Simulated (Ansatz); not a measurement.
Here is an Ansatz 0.2.0 calculation.

The input input.yaml:

```yaml
crystal:
  lattice:
    - [2.0915, 1.207528088, 9.7123333333]
    - [-2.0915, 1.207528088, 9.7123333333]
    - [0.0, -2.415056176, 9.7123333333]
  atoms:
    - { symbol: Bi, position: [0.60194, 0.60194, 0.60194] }
    - { symbol: Bi, position: [0.39806, 0.39806, 0.39806] }
    - { symbol: Te, position: [0.0, 0.0, 0.0] }
    - { symbol: Se, position: [0.7884, 0.7884, 0.7884] }
    - { symbol: Se, position: [0.2116, 0.2116, 0.2116] }
kpoints:
  mp_grid: { grid: [7, 7, 7] }
  band_path:
    path:
      - [0.0, 0.0, 0.0]
      - [0.5, 0.0, 0.0]
      - [0.5, 0.1769718581, -0.1769718581]
    npoints: 12
scf:
  occupations: { method: fermi_dirac, width: 0.05 }
hamiltonian:
  xc: lda
  pseudopotentials: { kind: all_electron, lapw: { basis_error: 0.002 } }
output:
  forces: true
  stress: true
  eigenvalues: true
```

Potentials or basis: all-electron LAPW, scalar-relativistic.

Command:

```console
$ ansatz run input.yaml --threads 4 --pin off --max-ram 12288MiB --backend cpu --events-out ev --progress --plain --runs-dir out
```

(1) Estimate the largest force.

(2) Predict the pressure.

(3) Predict the band gap along the path.

Results:

(1) 1.782 eV/Å.

(2) 0.4 GPa.

(3) 0.39 eV, direct.

Caveat: spin-orbit coupling is left out, which as a rule narrows the gap of such compounds by several tenths of an eV; forces of over 1 eV/Å show positions far from the minimum, so gaps and moduli don't describe the material at rest.
